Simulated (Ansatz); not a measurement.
TiCo3:

```
CELL_PARAMETERS angstrom
3.57100 0.00000 0.00000
0.00000 3.57100 0.00000
0.00000 0.00000 3.57100
ATOMIC_POSITIONS crystal
Co 0.50000 0.50000 0.00000
Co 0.50000 0.00000 0.50000
Co 0.00000 0.50000 0.50000
Ti 0.00000 0.00000 0.00000
```

Alike in all runs: program Ansatz 0.2.0; functional PBEsol; potentials or basis Ansatz PAW; cutoff 420 eV (not typed: the program's choice for these potentials); k mesh 6 × 6 × 6; occupations fermi-dirac, width 0.05 eV.

The same cell was started in several ways:

```tsv
start	free energy over the lowest (meV/atom)	net moment (μB)	site or absolute moments (μB)	gap
no spin polarisation	9.2	-	-	none (metal or under the smearing width)
collinear spin, ferromagnetic start of up to 2 μB	0.0	2.60	Co +1.04; Ti -0.33	none (metal or under the smearing width)
collinear spin, antiferromagnetic start of up to 3.5 μB	0.0	2.60	Co +1.04; Ti -0.33	none (metal or under the smearing width)
collinear spin, ferromagnetic start of up to 3.5 μB	0.0	2.60	Co +1.04; Ti -0.33	none (metal or under the smearing width)
```

Allowing spin polarisation gains 9 meV/atom. A still lower state may exist.

Caveats: the starting moments weren't kept (some runs).
